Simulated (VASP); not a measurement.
Runs of VASP 6.6.1 on Al. It takes space group Fm-3m (No. 225, cubic). Conventional cell: a = 4.050 Å, b = 4.050 Å, c = 4.050 Å, α = 90.00°, β = 90.00°, γ = 90.00°. Al (site symmetry m-3m) has 12 Al at 2.86 Å as nearest neighbours. 

```tsv
task	level	cell	k mesh	cutoff (eV)	smearing	grid for exact exchange (PRECFOCK)	exchange at q = 0	screening parameter	mesh quality	gap on the mesh (eV)	pressure (GPa)	relaxed volume (Å³/atom)
single point	PBE	as given	11 × 11 × 11	520	gaussian 0.016 eV	-	-	-	not flagged	none	-0.5	-
relaxation of cell and atoms	BLYP+D3	relaxed	11 × 11 × 11	600	fermi-dirac 0.05 eV	-	-	-	not flagged	none	0.0	16.45
relaxation of cell and atoms	BLYP+D3(BJ)	relaxed	11 × 11 × 11	600	fermi-dirac 0.05 eV	-	-	-	not flagged	none	0.0	15.54
relaxation of cell and atoms	B3LYP	relaxed	6 × 6 × 6	600	fermi-dirac 0.05 eV	Normal	default	-	coarse	none	-0.1	(a)
single point	PBE	as given	11 × 11 × 11	520	gaussian 0.017 eV	-	-	-	not flagged	none	-0.5	-
relaxation of cell and atoms	HSE06	relaxed	6 × 6 × 6	600	fermi-dirac 0.05 eV	Normal	-	0.2 1/A	coarse	none	0.2	16.37
relaxation of cell and atoms	BLYP+D4	relaxed	11 × 11 × 11	600	fermi-dirac 0.05 eV	-	-	-	not flagged	none	0.0	(b)
band structure	B3LYP	as given	6 × 6 × 6	520	fermi-dirac 0.05 eV	Fast	default	-	coarse	-	1.9	-
single point	PBE	as given	11 × 11 × 11	520	gaussian 0.026 eV	-	-	-	not flagged	none	-0.5	-
band structure	HSE06	as given	6 × 6 × 6	520	fermi-dirac 0.05 eV	Fast	-	0.2 1/A	coarse	-	-0.9	-
```

Alike in all rows: potentials or basis VASP PAW PBE potentials, release 64 (Al); no spin polarisation.

**Question.** Fill in the values left out.

**Answer.** (a) 17.07; (b) 15.87.

Caveats: some runs use coarse meshes; the PAW data sets were made with another functional, which shifts forces and pressure a little (some runs); pairwise dispersion overbinds metals, which lowers pressure and volume (some runs); an unscreened hybrid on a path of extra k points without a Coulomb cutoff has errors near the mesh points, so the bands along the path aren't reliable (some runs).

A gap of «none» marks a metal or a gap under the smearing width.
